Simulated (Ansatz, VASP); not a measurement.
# Cross-check of MgO between VASP and Ansatz

Aim: how closely do two programs agree when they are given the same cell, functional and k mesh? The cell is taken from a series of VASP runs on this material, whose earlier steps may have relaxed, scaled or displaced it; both programs get it as it stands.

Program: Ansatz 0.2.0. Level of theory: plane waves, with VASP 6.6.1 beside it; zone-centre phonons at PBE with D3(BJ). Results are calculated unless marked as measured.

## 1. The structure

The structure is cubic, space group Fm-3m (No. 225). Conventional cell: a = 4.201 Å, b = 4.201 Å, c = 4.201 Å, α = 90.00°, β = 90.00°, γ = 90.00°. Mg has 6 O at 2.10 Å nearest. Nearest to O lie 6 Mg at 2.10 Å. Farther neighbours and most contacts between anions are not listed.

Structure file:

```xyz
2
Lattice="0.0000 2.1007 2.1007 2.1007 0.0000 2.1007 2.1007 2.1007 0.0000" Properties=species:S:1:pos:R:3 pbc="T T T"
Mg    0.0000    0.0000    0.0000
O     2.1007    2.1007    2.1007
```

## 2. VASP: zone-centre phonons, PBE with D3(BJ)

Second derivatives magnify differences that forces hide, and they need a tight electronic threshold.

Lines of VASP's logs that name or quote its potential files are left out, and so is its time.

Input file INCAR:

```
SYSTEM = MgO
PREC = Accurate
ENCUT = 520
EDIFF = 1E-08
NELM = 100
ISMEAR = 0
SIGMA = 0.05
LREAL = .FALSE.
ALGO = Normal
GGA = PE
IVDW = 12
NBANDS = 10
LORBIT = 11
LWAVE = .FALSE.
LCHARG = .FALSE.
KPAR = 2
IBRION = 6
NFREE = 2
POTIM = 0.015
ISIF = 2
NSW = 1
```

Input file POSCAR:

```
MgO
1.0
    0.0000000000      2.1006853663      2.1006853663
    2.1006853663      0.0000000000      2.1006853663
    2.1006853663      2.1006853663      0.0000000000
Mg O
1 1
Direct
    0.0000000000      0.0000000000      0.0000000000
    0.5000000000      0.5000000000      0.5000000000
```

Input file KPOINTS:

```
Automatic mesh
0
Gamma
9 9 9
0 0 0
```

Potentials, in the order of the species: Mg and O (PBE family, release 64).

On the command line:

```bash
mpirun -np 2 vasp_std
```

Numbers of over 12 decimals in the logs are rounded to 6 here.

The program printed:

```text
[banner, memory and clock lines left out]
running    2 mpi-ranks, on    1 nodes
 distrk:  each k-point on    1 cores,    2 groups
 distr:  one band on    1 cores,    1 groups

 POSCAR found type information on POSCAR MgO
 POSCAR found :  2 types and       2 ions
 LDA part: xc-table for (Slater+PW92), standard interpolation
 POSCAR, INCAR and KPOINTS ok, starting setup
 FFT: planning ... GRIDC
 FFT: planning ... GRID_SOFT
 FFT: planning ... GRID
 WAVECAR not read
 entering main loop
       N       E                     dE             d eps       ncg     rms          rms(c)
DAV:   1     0.110400319102E+02    0.11040E+02   -0.46705E+03   812   0.715E+02
DAV:   2    -0.130259368134E+02   -0.24066E+02   -0.23592E+02   848   0.134E+02
DAV:   3    -0.134621657858E+02   -0.43623E+00   -0.43603E+00   818   0.159E+01
DAV:   4    -0.134631380050E+02   -0.97222E-03   -0.97221E-03   784   0.841E-01
DAV:   5    -0.134631410836E+02   -0.30787E-05   -0.30786E-05   788   0.468E-02    0.723E+00
DAV:   6    -0.119189814512E+02    0.15442E+01   -0.90080E+00   712   0.179E+01    0.222E+00
DAV:   7    -0.119066866651E+02    0.12295E-01   -0.46817E-02   742   0.215E+00    0.133E+00
DAV:   8    -0.119015018602E+02    0.51848E-02   -0.25730E-02   708   0.198E+00    0.202E-01
DAV:   9    -0.119012744319E+02    0.22743E-03   -0.33955E-04   792   0.141E-01    0.122E-01
DAV:  10    -0.119013022309E+02   -0.27799E-04   -0.39439E-04   750   0.161E-01    0.780E-03
DAV:  11    -0.119013036401E+02   -0.14092E-05   -0.15962E-06   778   0.116E-02    0.512E-03
DAV:  12    -0.119013035399E+02    0.10019E-06   -0.64406E-07   778   0.684E-03    0.382E-04
DAV:  13    -0.119013035558E+02   -0.15904E-07   -0.18301E-08   654   0.809E-04    0.117E-04
DAV:  14    -0.119013035316E+02    0.24274E-07   -0.64682E-10   388   0.212E-04    0.811E-06
DAV:  15    -0.119013035324E+02   -0.83247E-09   -0.20707E-11   388   0.446E-05
   1 F= -.12492141E+02 E0= -.12492141E+02  d E =-.149008E-12
[...]
2 F= -.12491496E+02 E0= -.12491496E+02  d E =-.109274E-12
[...]
3 F= -.12491496E+02 E0= -.12491496E+02  d E =-.109278E-12
[...]
4 F= -.12491493E+02 E0= -.12491493E+02  d E =-.109267E-12
 Finite differences progress:
  Degree of freedom:   2/  2
  Displacement:        1/  2
  Total:               3/  4
 bond charge predicted
       N       E                     dE             d eps       ncg     rms          rms(c)
DAV:   1    -0.118989691709E+02    0.16852E-02   -0.39454E+00  1502   0.163E+01    0.222E-01
DAV:   2    -0.119012057133E+02   -0.22365E-02   -0.34936E-02  1630   0.172E+00    0.114E-01
DAV:   3    -0.119006408714E+02    0.56484E-03   -0.15310E-03  1678   0.359E-01    0.315E-02
DAV:   4    -0.119006562076E+02   -0.15336E-04   -0.19008E-04  1638   0.115E-01    0.235E-02
DAV:   5    -0.119006545549E+02    0.16527E-05   -0.61373E-06  1638   0.231E-02    0.124E-02
DAV:   6    -0.119006543860E+02    0.16889E-06   -0.35688E-06  1668   0.189E-02    0.122E-03
DAV:   7    -0.119006543983E+02   -0.12337E-07   -0.19352E-07  1666   0.421E-03    0.104E-03
DAV:   8    -0.119006543964E+02    0.19056E-08   -0.11580E-08   926   0.949E-04
   5 F= -.12491493E+02 E0= -.12491493E+02  d E =-.109243E-12
 Finite differences progress:
  Degree of freedom:   2/  2
  Displacement:        2/  2
  Total:               4/  4
```

From OUTCAR (step 2):

```text
ion  position               nearest neighbor table
   1  0.000  0.000  0.000-   2 2.10   2 2.10   2 2.10   2 2.10   2 2.10   2 2.10
   2  0.500  0.500  0.500-   1 2.10   1 2.10   1 2.10   1 2.10   1 2.10   1 2.10

  LATTYP: Found a face centered cubic cell.
 ALAT       =     4.2013707326

 Subroutine GETGRP returns: Found 48 space group operations
 (whereof 48 operations were pure point group operations)

The static configuration has the point symmetry O_h .

 Found     35 irreducible k-points:

   k-points           NKPTS =     35   k-points in BZ     NKDIM =     35   number of bands    NBANDS=     10

   dimension x,y,z NGX =    24 NGY =   24 NGZ =   24
   dimension x,y,z NGXF=    48 NGYF=   48 NGZF=   48

   ENCUT  =  520.0 eV  38.22 Ry    6.18 a.u.   5.52  5.52  5.52*2*pi/ulx,y,z

   NELECT =       8.0000    total number of electrons

 k-points in reciprocal lattice and weights: Automatic mesh
   0.00000000  0.00000000  0.00000000       0.001
   0.11111111  0.00000000  0.00000000       0.011
   0.22222222  0.00000000  0.00000000       0.011
   0.33333333  0.00000000  0.00000000       0.011
   0.44444444  0.00000000  0.00000000       0.011
   0.11111111  0.11111111  0.00000000       0.008
   0.22222222  0.11111111  0.00000000       0.033
   0.33333333  0.11111111  0.00000000       0.033
   0.44444444  0.11111111  0.00000000       0.033
[...]
-0.33333333  0.44444444  0.11111111       0.033
  -0.33333333  0.44444444  0.22222222       0.033

 Edisp (eV)   -0.59084

 average (electrostatic) potential at core
       1 -34.9327       2 -69.5047

 E-fermi :   3.4720

 k-point     1 :       0.0000    0.0000    0.0000
  band No.  band energies     occupation
      1     -14.0585      2.00000
      2       3.2438      2.00000
      3       3.2441      2.00000
      4       3.2441      2.00000
      5       8.0451      0.00000
      6      19.0879      0.00000
      7      19.0884      0.00000
      8      19.0884      0.00000
      9      23.0237      0.00000
    ...

 k-point     2 :       0.1111    0.0000    0.0000
  band No.  band energies     occupation
      1     -13.9267      2.00000
      2       2.4598      2.00000
      3       3.1604      2.00000
      4       3.1605      2.00000
      5       8.7968      0.00000
      6      17.6430      0.00000
      7      19.3827      0.00000
      8      19.3830      0.00000
      9      23.9819      0.00000
    ...

 k-point     3 :       0.2222    0.0000    0.0000
  band No.  band energies     occupation
      1     -13.5729      2.00000
      2       0.9517      2.00000
      3       2.9567      2.00000
      4       2.9568      2.00000
      5      10.1195      0.00000
      6      16.0934      0.00000
      7      19.9026      0.00000
      8      19.9030      0.00000
      9      23.3870      0.00000
    ...

 Edisp (eV)   -0.59084

  Total       0.00949    -0.00022    -0.00022    -0.00000     0.00000     0.00000
  in kB       0.82006    -0.01928    -0.01928    -0.00000     0.00000     0.00000
  external pressure =        0.26 kB  Pullay stress =        0.00 kB

  energy-cutoff  :      520.00
  volume of cell :       18.54
      direct lattice vectors                 reciprocal lattice vectors
     0.000000000  2.100685366  2.100685366    -0.238017558  0.238017558  0.238017558
     2.100685366  0.000000000  2.100685366     0.238017558 -0.238017558  0.238017558
     2.100685366  2.100685366  0.000000000     0.238017558  0.238017558 -0.238017558

 POSITION                                       TOTAL-FORCE (eV/Angst)
 -----------------------------------------------------------------------------------
      0.00000      0.00000      0.00000        -0.086256      0.000000      0.000000
      2.08569      2.10069      2.10069         0.086256      0.000000      0.000000
 -----------------------------------------------------------------------------------
    total drift:                                0.000303     -0.000001     -0.000001

  FREE ENERGIE OF THE ION-ELECTRON SYSTEM (eV)
  ---------------------------------------------------
  free  energy   TOTEN  =       -12.4914929138 eV

  energy  without entropy=      -12.4914929138  energy(sigma->0) =      -12.49149291

 Eigenvectors and eigenvalues of the dynamical matrix
 ----------------------------------------------------

   1 f  =   12.062984 THz    75.793961 2PiTHz  402.377820 cm-1    49.888469 meV
             X         Y         Z           dx          dy          dz
      0.000000  0.000000  0.000000     0.082195    0.624452    0.000000
      2.100685  2.100685  2.100685    -0.101364   -0.770084    0.000000

   2 f  =   12.062984 THz    75.793961 2PiTHz  402.377820 cm-1    49.888469 meV
             X         Y         Z           dx          dy          dz
      0.000000  0.000000  0.000000     0.000000    0.000000   -0.629838
      2.100685  2.100685  2.100685     0.000000    0.000000    0.776726

   3 f  =   12.062984 THz    75.793961 2PiTHz  402.377820 cm-1    49.888469 meV
             X         Y         Z           dx          dy          dz
      0.000000  0.000000  0.000000     0.624452   -0.082195    0.000000
      2.100685  2.100685  2.100685    -0.770084    0.101364    0.000000

   4 f/i=    0.003412 THz     0.021435 2PiTHz    0.113796 cm-1     0.014109 meV
             X         Y         Z           dx          dy          dz
      0.000000  0.000000  0.000000     0.549228    0.549228    0.000000
      2.100685  2.100685  2.100685     0.445363    0.445363    0.000000

   5 f/i=    0.003412 THz     0.021435 2PiTHz    0.113796 cm-1     0.014109 meV
             X         Y         Z           dx          dy          dz
      0.000000  0.000000  0.000000     0.000000    0.000000    0.776726
      2.100685  2.100685  2.100685     0.000000    0.000000    0.629838

   6 f/i=    0.003412 THz     0.021435 2PiTHz    0.113796 cm-1     0.014109 meV
             X         Y         Z           dx          dy          dz
      0.000000  0.000000  0.000000    -0.549228    0.549228    0.000000
      2.100685  2.100685  2.100685    -0.445363    0.445363    0.000000

 ELASTIC MODULI CONTR FROM IONIC RELAXATION (kBar)
 Direction    XX          YY          ZZ          XY          YZ          ZX
 --------------------------------------------------------------------------------
 XX           0.0000      0.0000      0.0000      0.0000      0.0000      0.0000
 YY           0.0000      0.0000      0.0000      0.0000      0.0000      0.0000
 ZZ           0.0000      0.0000      0.0000      0.0000      0.0000      0.0000
 XY           0.0000      0.0000      0.0000      0.0000      0.0000      0.0000
 YZ           0.0000      0.0000      0.0000      0.0000      0.0000      0.0000
 ZX           0.0000      0.0000      0.0000      0.0000      0.0000      0.0000
 --------------------------------------------------------------------------------

 total charge
# of ion       s       p       d       tot
------------------------------------------
    1        0.150   0.182   0.081   0.412
    2        1.542   3.565   0.000   5.108
--------------------------------------------------
tot          1.692   3.747   0.081   5.520

[... 3 further parts left out ...]
```

CONTCAR:

```
MgO
   1.00000000000000
     0.0000000000000000    2.1006853663000000    2.1006853663000000
     2.1006853663000000    0.0000000000000000    2.1006853663000000
     2.1006853663000000    2.1006853663000000    0.0000000000000000
  Mg              O
     1     1
Direct
     0.0000000000000000    0.0000000000000000    0.0000000000000000
     0.5035702633627663    0.4964297366372337    0.4964297366372337
```

The last energy, forces, stress and levels in OUTCAR belong to the last displaced cell, not to the cell of POSCAR.

## 3. Ansatz: zone-centre phonons, PBE with D3(BJ)

Ansatz runs on its default PAW (the set named soft_2) files.

The same cell, functional, mesh and smearing now go to Ansatz, which takes its cutoff from its data sets.

Input file input.yaml:

```yaml
crystal:
  lattice:
    - [0.0, 2.1006853663, 2.1006853663]
    - [2.1006853663, 0.0, 2.1006853663]
    - [2.1006853663, 2.1006853663, 0.0]
  atoms:
    - { symbol: Mg, position: [0.0, 0.0, 0.0] }
    - { symbol: O, position: [0.5, 0.5, 0.5] }
hamiltonian:
  xc: pbe
  pseudopotentials: { kind: paw }
  dispersion: d3bj
kpoints:
  mp_grid: { grid: [9, 9, 9] }
scf:
  occupations: { method: gaussian, width: 0.05 }
phonons:
  method: dfpt
  qpoints: [[0, 0, 0]]
```

On the command line:

```bash
ansatz run input.yaml --threads 4 --pin off --max-ram 9216MiB --backend cpu --events-out ev --progress --plain --runs-dir out
```

The program printed:

```text
Engine: ansatz 0.2.0, x86_64-unknown-linux-gnu
Pseudopotentials: kind: paw
Pseudopotential: Mg, paw, valence charge 10, recommended cutoff 420 eV (normal), Mg.paw.azcp
Pseudopotential: O, paw, valence charge 6, recommended cutoff 420 eV (normal), O.paw.azcp
Functional definition: PBE
  parameter kappa = 0.804
  parameter beta = 0.066725
  exchange = pbe_x(kappa = kappa, mu = beta*pi^2/3)
  correlation = pbe_c(beta = beta)
Crystal: 2 atoms, lattice volume = 18.540 Å³
Basis set: ecut = 420 eV, 339 PW (Γ), exchange–correlation on 40×40×40 points (8 copies of the dense FFT grid, shifted against one another)
Bands: 12, of which v1, the nominal top of the filled ones, is band 8 counted from 1 (7 counted from 0)
Symmetry: 48 space group operations
k-points: 75 of 729 (irreducible under 8 space group operations, time reversal used)
Non-local potential: Mg, projectors of the file, l = 0: 3, l = 1: 2, l = 2: 1
Non-local potential: O, projectors of the file, l = 0: 2, l = 1: 2, l = 2: 1
PAW form: soft (Blöchl's): semilocal exchange-correlation on the pseudo side does not see the compensation charge
PAW one-centre angular grid: Mg, 110 points (default); XC on 64 Gauss nodes
PAW one-centre angular grid: O, 110 points (default); XC on 64 Gauss nodes
Initial density: superposition of atomic densities (neutral atoms: chi_scale 0, normalization atom), corrected by the library's trained network
Initial wavefunctions: pseudopotential atomic-orbital guess
Functional: x = pbe(κ = 0.804, μ = 0.219515), c = pbe(β = 0.066725)
SCF iter   1: F=—  HF=-2494.716779 eV  |F-HF|=—  |Δ(HF+E_count)|=         —  Δρ=5.72e-4  dr2=7.11e-6  ethr=1.77e-3  ⟨swp⟩=5.6  Hψ=5153  notcnv=0
preconditioner: auto → none  [insulator: Δε(μ)=4.816 eV  Ē_g=18.630 eV  σ=0.050 eV  W_gap=1.00  n_scr=8 (ndim 8)  ℏωp=24.4 eV  f_vac=0.000  D(μ)=0.00/eV (n_scr^D=0)  ε∞_Penn≈2.7]
SCF iter   2: F=—  HF=-2494.717156 eV  |F-HF|=—  |Δ(HF+E_count)|=   3.77e-4  Δρ=3.95e-4  dr2=1.23e-5  ethr=4.45e-8  ⟨swp⟩=3.8  Hψ=2639  notcnv=0
SCF iter   3: F=—  HF=-2494.717177 eV  |F-HF|=—  |Δ(HF+E_count)|=   2.16e-5  Δρ=2.16e-4  dr2=3.11e-6  ethr=4.45e-8  ⟨swp⟩=2.7  Hψ=1474  notcnv=0
SCF iter   4: F=—  HF=-2494.717193 eV  |F-HF|=—  |Δ(HF+E_count)|=   1.58e-5  Δρ=3.01e-5  dr2=6.28e-8  ethr=1.94e-8  ⟨swp⟩=2.0  Hψ=1421  notcnv=0
SCF iter   5: F=—  HF=-2494.717191 eV  |F-HF|=—  |Δ(HF+E_count)|=   2.01e-6  Δρ=8.37e-6  dr2=6.27e-9  ethr=3.93e-10  ⟨swp⟩=2.5  Hψ=1518  notcnv=0
SCF iter   6: F=—  HF=-2494.717191 eV  |F-HF|=—  |Δ(HF+E_count)|=   3.67e-9  Δρ=2.48e-6  dr2=5.11e-10  ethr=3.92e-11  ⟨swp⟩=2.3  Hψ=1493  notcnv=0
SCF iter   7: F=—  HF=-2494.717191 eV  |F-HF|=—  |Δ(HF+E_count)|=  3.57e-10  Δρ=1.06e-6  dr2=1.08e-10  ethr=3.20e-12  ⟨swp⟩=2.0  Hψ=1199  notcnv=0
SCF iter   8: F=-2494.717191 eV  HF=-2494.717191 eV  |F-HF|=8.19e-12  |Δ(HF+E_count)|=  6.23e-11  Δρ=2.68e-7  dr2=6.57e-12  ethr=1.00e-12  ⟨swp⟩=3.7  Hψ=4033  notcnv=0
SCF 1 converged in 8 iterations: F = -2494.717191 eV  dr2 = 6.57e-12
  greatest PAW one-centre occupation: 1.000 electrons in one spin orbital (limit 2), on the Mg atom at site 0 (counted from 0), in its partial waves of l = 0
DFPT response loops at Γ: preconditioner auto → none (the input reference at scf.mixing.eps_inf says where Resta's filter doesn't serve); β = 0.50; Broyden in place of MSR1
SCF converged after 8 iterations
Free energy (F): -2494.717191 eV
Harris-Foulkes:  -2494.717191 eV  (|F-HF|=8.19e-12)
Internal energy: -2494.717191 eV  (E = F + TS)
E sigma→0 (E₀):  -2494.717191 eV
Fermi energy:    10.639017 eV
--- Per-component energies (eV) ---
  E_band       = -290.935091
  E_kinetic    = 256.074618
  E_local      = -1597.614320  (includes V_loc(G=0)·N_el)
  E_nonlocal   = 142.830301
  E_hartree    = 552.662801
  E_xc         = -105.362785
  E_vxc        = -135.030879  (∫ρ·V_xc dr)
  E_paw        = -450.071601  (= ΣΔE_a)
  E_vpaw       = -62.522848  (= ΣTr[D̂ρ^β])
  E_aug_tail   = 0.002520  (compensation charges beyond the density's cutoff)
  E_ewald      = -1292.647755
  E_disp       = -0.590970  (pairwise vdW)
  E_smearing   = -0.000000  (= −TS)
  E_closure    = -0.000000  (closes the sum)
  Σ components = -2494.717191   (vs F -2494.717191, Δ=0.00e0)
--- Band table (eV; the first three rows and the last of 75) ---
  k-point 0: bands = [... 4 lower, -9.0610, 8.2300, 8.2300, 8.2300, 13.0475, 24.0955, 24.0955, 24.0955]
  k-point 1: bands = [... 4 lower, -8.9251, 7.4484, 8.1468, 8.1468, 13.7976, 22.6442, 24.3886, 24.3886]
  k-point 2: bands = [... 4 lower, -8.5605, 5.9438, 7.9439, 7.9439, 15.1204, 21.0923, 24.9098, 24.9098]
  k-point 74: bands = [... 4 lower, -7.4616, 4.9582, 5.5575, 6.6095, 19.6243, 19.9024, 20.6298, 24.2710]
--- Phonons (Γ-DFPT): 2 representative perturbations + reference, on 75 of 729 k-points (Σ response iterations 7) ---
  k mesh reduced under 8 symmetry operations, with k and −k counted as one. Each operation leaves every solved perturbation unchanged. A smaller set is not used because it would not reduce the number of displacements times k-points to solve
  ASR residual: 2.250e-4 → 0.000e0 eV/Å²; symmetrization residual: 2.101e-6 eV/Å²
  pairwise dispersion correction: d3bj (s6 = 1.0, s8 = 0.7875, a1 = 0.4289, a2_bohr = 4.4407), with the weights of each atom's references fixed at the reference crystal's, and the forces and stress that the weights' published response gives there kept as a pressure on the atom's counted neighbours (hamiltonian.dispersion)
  ASR residual per site (eV/Å²): 2.25e-4 1.86e-4
  Γ frequencies (cm⁻¹): 0.00 0.00 0.00 399.06 399.06 399.06
  non-analytic LO–TO correction: not included (Born effective charges unavailable; polar crystals: no LO–TO splitting at Γ)
--- Phonons (arbitrary-q DFPT): 1 explicit q-point ---
  q = [0, 0, 0] (of the zone-centre solve; hermiticity 7.44e-7, symmetrization 6.68e-14): -0.00 -0.00 0.00 399.06 399.06 399.06
  sum rule: each row above includes the acoustic sum rule's correction from the zone centre's row sums; it moved no ω² by more than (1.78 cm⁻¹)²
```

Elapsed: 0.95 s, on 4 threads of INTEL XEON PLATINUM 8581C at 2.30GHz (Emerald Rapids), shared host; peak memory 0.38 GiB.

## 4. Side by side

Known differences besides the potentials themselves: the data sets hold 16 valence electrons in Ansatz (default PAW (the set named soft_2) files) and 8 in VASP; the cutoff is 420 eV in Ansatz and 520 eV in VASP; VASP leaves aspherical gradient terms in its spheres out (LASPH is not set), Ansatz keeps them; Ansatz takes the dispersion share of the force constants at frozen C6 weights, VASP differentiates the full forces; VASP uses finite displacements, Ansatz perturbation theory. Total energies have different zeros and are not compared.

The two programs side by side:

| quantity | Ansatz | VASP | difference |
| --- | --- | --- | --- |
| optical mode 1 to 3 (cm⁻¹) | 399.1 | 402.4 | -0.82 % |

Modes are paired by rising frequency and degeneracy, not by their patterns, so a pair may still set unlike modes beside each other.

## 5. Further runs

Further runs change the set-up of one program: Ansatz's method, potentials or start, or VASP's data sets, cutoff or form of LDA. The table gives Ansatz less VASP for each quantity, since a change that brings one quantity closer may part another.

| run | optical mode 1 to 3 (%) |
| --- | --- |
| as above | -0.82 |
| Ansatz's all-electron LAPW method | -0.60 |

## 6. Outcome

```
r.m.s. difference of the optical zone-centre modes, each program's sorted by frequency (zone-centre phonons, PBE with D3(BJ)) : 3.3 cm⁻¹
difference in optical mode 1 to 3 (zone-centre phonons, PBE with D3(BJ))                                                      : -0.8 %
```

The r.m.s. difference of the optical zone-centre modes, each program's sorted by frequency is 3.3 cm⁻¹ (zone-centre phonons, PBE with D3(BJ)). Among the rows given in per cent, the largest difference of the zone-centre phonons, PBE with D3(BJ) pair is in optical mode 1 to 3, -0.8 %. Zone-centre phonons, PBE with D3(BJ), Ansatz's all-electron LAPW method: the difference in optical mode 1 to 3 goes from -0.82 to -0.60 %. How closely two codes agree says nothing of how well the functional describes the real material.

[Lines on the potential files, build, host, timing and source positions are cut from VASP's logs without a mark.]

[Logs are printed without paths, hosts, clocks, repeated set-up lines and the standing remarks that a program may print on its own settings, such as how far it seeks lower states.]

[Hosts, paths, dates, database ids (printed as entryN), source tags and the programs' standing remarks are cut or masked in the printed files.]
